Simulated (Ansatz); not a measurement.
**PbS under compression: one row to predict**

It was reached by relaxing an invented guess, and it needn't be the stable form of this composition.

Computed with Ansatz 0.2.0, DFT PBE, scalar-relativistic, plane waves, PAW. Settings of the last relaxation (2-atom cell): 420 eV, 12×12×12 k points, Gaussian smearing of 0.02 eV, no spin polarisation.

```cif
data_structure
_symmetry_space_group_name_H-M 'I4mm'
_symmetry_Int_Tables_number 107
_cell_length_a 4.2491
_cell_length_b 4.2491
_cell_length_c 6.0108
_cell_angle_alpha 90.000
_cell_angle_beta 90.000
_cell_angle_gamma 90.000
_cell_volume 108.52
loop_
_atom_site_label
_atom_site_type_symbol
_atom_site_symmetry_multiplicity
_atom_site_Wyckoff_symbol
_atom_site_fract_x
_atom_site_fract_y
_atom_site_fract_z
_atom_site_occupancy
Pb1 Pb 2 a 0.00000 0.00000 0.25231 1
S1 S 2 a 0.50000 0.50000 0.24769 1
```

The cell was set to several volumes, with shape and atoms relaxed at each where symmetry leaves them free. Pressure is positive in compression, and energies count from the lowest row.

| row | V (Å³/atom) | P (GPa) | ΔE (meV/atom) | gap on mesh (eV) |
| --- | --- | --- | --- | --- |
| 1 | 23.875 | 8.81 | 80.2 | 0.02 |
| 2 | 24.689 | ? | ? | ? |
| 3 | 25.503 | 3.71 | 17.7 | 0.27 |
| 4 | 26.317 | 1.70 | 4.1 | 0.39 |
| 5 | 27.131 | -0.01 | 0.0 | 0.50 |
| 6 | 27.945 | -1.27 | 3.7 | 0.70 |
| 7 | 28.759 | -2.08 | 12.4 | 0.96 |
| 8 | 29.844 | -2.81 | 29.0 | 1.28 |

Question: Find B = −V·ΔP/ΔV from rows 4 and 6 and from rows 1 and 3, and from the two its slope B′ and its value B0 at zero pressure.

Answer: Rows 4 and 6 give −(26.317 + 27.945)/2 × (-1.27 − (1.70))/(27.945 − 26.317) = 49.5 GPa at a mean pressure of 0.21 GPa. Rows 1 and 3 give −(23.875 + 25.503)/2 × (3.71 − (8.81))/(25.503 − 23.875) = 77.3 GPa at a mean pressure of 6.26 GPa. So B′ = (77.3 − 49.5)/(6.26 − (0.21)) = 4.60 and B0 = 49.5 − 4.60 × (0.21) = 48.5 GPa. A third-order Birch–Murnaghan fit to all the energies gives B0 = 45.3 GPa and B′ = 7.3.

Question: Estimate the pressure and energy of row 2.

Answer: From row 5, V0 = 27.131 × (1 + (-0.01)/48.5) = 27.125 Å³/atom. Murnaghan's form P = (B0/B′)·[(V0/V)^B′ − 1] gives (48.5/4.60) × [(27.125/24.689)^4.60 − 1] = 5.71 GPa; the computed pressure is 6.08 GPa, so the estimate is off by -0.37 GPa. The work of compression from row 3, with the mean of the two pressures, gives ΔE = 17.7 + (5.71 + 3.71)/2 × (25.503 − 24.689)/160.2 × 1000 = 41.6 meV/atom (1 eV/Å³ = 160.2 GPa); the computed value is 42.5 meV/atom. Its gap on the mesh is 0.14 eV.

Spin–orbit coupling, which can matter for Pb, is left out. Kohn–Sham gaps at this level usually fall short of measured ones. The missing spin–orbit coupling can work the other way here. All volumes keep the k mesh of the relaxed cell. Symmetry constrained the relaxation, so the result can be a saddle point.
